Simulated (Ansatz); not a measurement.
# InSb: the cost of one run

Computed with Ansatz 0.2.0 (DFT PBE, scalar-relativistic, plane waves, PAW, unless a step's input says otherwise).

## Step 1: Starting point

The structure is cubic, space group F-43m (No. 216). The conventional cell has a = 6.478 Å, b = 6.478 Å, c = 6.478 Å, α = 90.00°, β = 90.00°, γ = 90.00°. In (site symmetry -43m) is surrounded by 4 Sb at 2.81 Å. Sb (site symmetry -43m) has 4 In at 2.81 Å in its first shell of neighbours.

As a file:

```xyz
54
Lattice="0.0000 9.7173 9.7173 9.7173 0.0000 9.7173 9.7173 9.7173 0.0000" Properties=species:S:1:pos:R:3 pbc="T T T"
In    0.0000    0.0000    0.0000
In    3.2391    3.2391    0.0000
In    6.4782    6.4782    0.0000
In    3.2391    0.0000    3.2391
In    6.4782    3.2391    3.2391
In    9.7173    6.4782    3.2391
In    6.4782    0.0000    6.4782
In    9.7173    3.2391    6.4782
In   12.9564    6.4782    6.4782
In    0.0000    3.2391    3.2391
In    3.2391    6.4782    3.2391
In    6.4782    9.7173    3.2391
In    3.2391    3.2391    6.4782
In    6.4782    6.4782    6.4782
In    9.7173    9.7173    6.4782
In    6.4782    3.2391    9.7173
In    9.7173    6.4782    9.7173
In   12.9564    9.7173    9.7173
In    0.0000    6.4782    6.4782
In    3.2391    9.7173    6.4782
In    6.4782   12.9564    6.4782
In    3.2391    6.4782    9.7173
In    6.4782    9.7173    9.7173
In    9.7173   12.9564    9.7173
In    6.4782    6.4782   12.9564
In    9.7173    9.7173   12.9564
In   12.9564   12.9564   12.9564
Sb    1.6195    1.6195    1.6195
Sb    4.8586    4.8586    1.6195
Sb    8.0977    8.0977    1.6195
Sb    4.8587    1.6195    4.8586
Sb    8.0978    4.8586    4.8586
Sb   11.3369    8.0977    4.8586
Sb    8.0977    1.6195    8.0977
Sb   11.3369    4.8586    8.0977
Sb   14.5759    8.0977    8.0977
Sb    1.6195    4.8587    4.8587
Sb    4.8586    8.0978    4.8587
Sb    8.0977   11.3369    4.8587
Sb    4.8587    4.8587    8.0978
Sb    8.0978    8.0978    8.0978
Sb   11.3369   11.3369    8.0978
Sb    8.0977    4.8587   11.3369
Sb   11.3369    8.0978   11.3369
Sb   14.5759   11.3369   11.3369
Sb    1.6195    8.0977    8.0977
Sb    4.8586   11.3369    8.0977
Sb    8.0977   14.5759    8.0977
Sb    4.8587    8.0977   11.3369
Sb    8.0978   11.3369   11.3369
Sb   11.3369   14.5759   11.3369
Sb    8.0977    8.0977   14.5759
Sb   11.3369   11.3369   14.5759
Sb   14.5759   14.5759   14.5759
```

The runs take a perfect supercell of 54 atoms; the defect goes to fractional position (0.000, 0.000, 0.000).

## Step 2: The perfect supercell

input.yaml

```yaml
crystal:
  lattice:
    - [0.0, 9.7173, 9.7173]
    - [9.7173, 0.0, 9.7173]
    - [9.7173, 9.7173, 0.0]
  atoms:
    - { symbol: In, position: [0.0, 0.0, 0.0] }
    - { symbol: In, position: [0.0, 0.0, 0.333333] }
    - { symbol: In, position: [0.0, 0.0, 0.666667] }
    - { symbol: In, position: [0.0, 0.333333, 0.0] }
    - { symbol: In, position: [0.0, 0.333333, 0.333333] }
    - { symbol: In, position: [0.0, 0.333333, 0.666667] }
    - { symbol: In, position: [0.0, 0.666667, 0.0] }
    - { symbol: In, position: [0.0, 0.666667, 0.333333] }
    - { symbol: In, position: [0.0, 0.666667, 0.666667] }
    - { symbol: In, position: [0.333333, 0.0, 0.0] }
    - { symbol: In, position: [0.333333, 0.0, 0.333333] }
    - { symbol: In, position: [0.333333, 0.0, 0.666667] }
    - { symbol: In, position: [0.333333, 0.333333, 0.0] }
    - { symbol: In, position: [0.333333, 0.333333, 0.333333] }
    - { symbol: In, position: [0.333333, 0.333333, 0.666667] }
    - { symbol: In, position: [0.333333, 0.666667, 0.0] }
    - { symbol: In, position: [0.333333, 0.666667, 0.333333] }
    - { symbol: In, position: [0.333333, 0.666667, 0.666667] }
    - { symbol: In, position: [0.666667, 0.0, 0.0] }
    - { symbol: In, position: [0.666667, 0.0, 0.333333] }
    - { symbol: In, position: [0.666667, 0.0, 0.666667] }
    - { symbol: In, position: [0.666667, 0.333333, 0.0] }
    - { symbol: In, position: [0.666667, 0.333333, 0.333333] }
    - { symbol: In, position: [0.666667, 0.333333, 0.666667] }
    - { symbol: In, position: [0.666667, 0.666667, 0.0] }
    - { symbol: In, position: [0.666667, 0.666667, 0.333333] }
    - { symbol: In, position: [0.666667, 0.666667, 0.666667] }
    - { symbol: Sb, position: [0.083333, 0.083333, 0.083333] }
    - { symbol: Sb, position: [0.083333, 0.083333, 0.416667] }
    - { symbol: Sb, position: [0.083333, 0.083333, 0.75] }
    - { symbol: Sb, position: [0.083333, 0.416667, 0.083333] }
    - { symbol: Sb, position: [0.083333, 0.416667, 0.416667] }
    - { symbol: Sb, position: [0.083333, 0.416667, 0.75] }
    - { symbol: Sb, position: [0.083333, 0.75, 0.083333] }
    - { symbol: Sb, position: [0.083333, 0.75, 0.416667] }
    - { symbol: Sb, position: [0.083333, 0.75, 0.75] }
    - { symbol: Sb, position: [0.416667, 0.083333, 0.083333] }
    - { symbol: Sb, position: [0.416667, 0.083333, 0.416667] }
    - { symbol: Sb, position: [0.416667, 0.083333, 0.75] }
    - { symbol: Sb, position: [0.416667, 0.416667, 0.083333] }
    - { symbol: Sb, position: [0.416667, 0.416667, 0.416667] }
    - { symbol: Sb, position: [0.416667, 0.416667, 0.75] }
    - { symbol: Sb, position: [0.416667, 0.75, 0.083333] }
    - { symbol: Sb, position: [0.416667, 0.75, 0.416667] }
    - { symbol: Sb, position: [0.416667, 0.75, 0.75] }
    - { symbol: Sb, position: [0.75, 0.083333, 0.083333] }
    - { symbol: Sb, position: [0.75, 0.083333, 0.416667] }
    - { symbol: Sb, position: [0.75, 0.083333, 0.75] }
    - { symbol: Sb, position: [0.75, 0.416667, 0.083333] }
    - { symbol: Sb, position: [0.75, 0.416667, 0.416667] }
    - { symbol: Sb, position: [0.75, 0.416667, 0.75] }
    - { symbol: Sb, position: [0.75, 0.75, 0.083333] }
    - { symbol: Sb, position: [0.75, 0.75, 0.416667] }
    - { symbol: Sb, position: [0.75, 0.75, 0.75] }
basis:
  ecutwfc: 420
  fft_grid_basis: typed
kpoints:
  mp_grid: { grid: [1, 1, 1] }
hamiltonian:
  xc: pbe
  pseudopotentials: { kind: paw }
scf:
  occupations: { method: gaussian, width: 0.05 }
output:
  forces: true
  stress: false
  eigenvalues: true
  bader: false
  write_density: true
  volumetric_format: npy
```

The run is started by

```bash
$ ansatz run input.yaml --threads 8 --pin off --max-ram 16384MiB --backend cpu --events-out ev --progress --plain --runs-dir out
```

Q: Estimate wall time and peak memory on 8 threads of Arm Neoverse V2, shared host.

About 9.4 s, with a peak of 2.6 GiB.
